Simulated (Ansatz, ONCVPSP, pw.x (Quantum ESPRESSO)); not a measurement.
What a changed setting does to a pw.x run (sc Ir)

Potential: optimised norm-conserving Vanderbilt (ONCV), ONCVPSP 4.0.1, PBE; core [Kr] 4d10 4f14, reference 5s2 5p6 5d7 6s2; waves: 5s+6s: rc 1.85 bohr, ncon 4, nbas 8, qcut 6.7 1/bohr, 2 projectors; 5p: rc 1.55 bohr, ncon 4, nbas 9, qcut 7.9 1/bohr, 2 projectors, debl 3.1 Ha; 5d: rc 1.55 bohr, ncon 4, nbas 9, qcut 7.9 1/bohr, local; local part: the d channel; core correction: none.

The reference run (k-mesh 13³, cutoffs 65/260 Ry, Fermi–Dirac 0.01 Ry, mixing_beta 0.4, conv_thr 1e-9, no spin) gives -0.75 GPa at 16.953 Å³/atom, where all-electron LAPW gives 1.24 GPa. This run, with its own iteration cap, changes degauss to 0.002.

```
&control
  calculation='scf', prefix='x', pseudo_dir='./', outdir='./tmp', tstress=.true., disk_io='none'
/
&system
  ibrav=0, nat=1, ntyp=1, ecutwfc=65, ecutrho=260, nbnd=17,
  occupations='smearing', smearing='fd', degauss=0.002
/
&electrons
  conv_thr=1e-09, mixing_beta=0.4, electron_maxstep=50
/
ATOMIC_SPECIES
Ir 1.0 Ir.UPF
CELL_PARAMETERS angstrom
  2.56890979 0.00000000 0.00000000
  0.00000000 2.56890979 0.00000000
  0.00000000 0.00000000 2.56890979
ATOMIC_POSITIONS crystal
Ir 0.0000 0.0000 0.0000
K_POINTS automatic
13 13 13 0 0 0
```

```bash
pw.x < Ir.scf.in > Ir.scf.out
```

How does the run end?

It converges in 6 iterations; the free energy moves by +48.5 meV/atom and the pressure by -0.48 GPa. In a metal, with Fermi–Dirac smearing, F lies below its zero-width value by a term in the square of the width.

```
Message from routine setup:
     using ibrav=0 with symmetry is DISCOURAGED, use correct ibrav instead
     lattice parameter (alat)  =       4.8545  a.u.
     unit-cell volume          =     114.4045 (a.u.)^3
     number of electrons       =        17.00
     number of Kohn-Sham states=           17
     kinetic-energy cutoff     =      65.0000  Ry
     charge density cutoff     =     260.0000  Ry
     scf convergence threshold =      1.0E-09
     Exchange-correlation= PBE
     number of k points=    84  Fermi-Dirac smearing, width (Ry)=  0.0020
     iteration #  1     ecut=    65.00 Ry     beta= 0.40
     total energy              =    -211.86552335 Ry
     estimated scf accuracy    <       0.00463288 Ry
     iteration #  2     ecut=    65.00 Ry     beta= 0.40
     total energy              =    -211.86614567 Ry
     estimated scf accuracy    <       0.00062730 Ry
     iteration #  3     ecut=    65.00 Ry     beta= 0.40
     total energy              =    -211.86620874 Ry
     estimated scf accuracy    <       0.00016436 Ry
     iteration #  4     ecut=    65.00 Ry     beta= 0.40
     total energy              =    -211.86621482 Ry
     estimated scf accuracy    <       0.00000183 Ry
     iteration #  5     ecut=    65.00 Ry     beta= 0.40
     total energy              =    -211.86621494 Ry
     estimated scf accuracy    <       0.00000020 Ry
     iteration #  6     ecut=    65.00 Ry     beta= 0.40
     the Fermi energy is    20.2689 ev
!    total energy              =    -211.86621496 Ry
     estimated scf accuracy    <          8.6E-10 Ry
     smearing contrib. (-TS)   =      -0.00032713 Ry
     The total energy is F=E-TS. E is the sum of the following terms:
     one-electron contribution =     -59.35618610 Ry
     hartree contribution      =      37.40844813 Ry
     xc contribution           =     -21.00829290 Ry
     ewald contribution        =    -168.90985696 Ry
     convergence has been achieved in   6 iterations
          total   stress  (Ry/bohr**3)                   (kbar)     P=      -12.30
     Message from routine punch:
     Nothing written, as per user request (disk_io='none')
```

The run took about 5.5 s on one core of a shared host (Intel(R) Xeon(R) 6975P-C, 96 threads, 744 GiB, load 51).
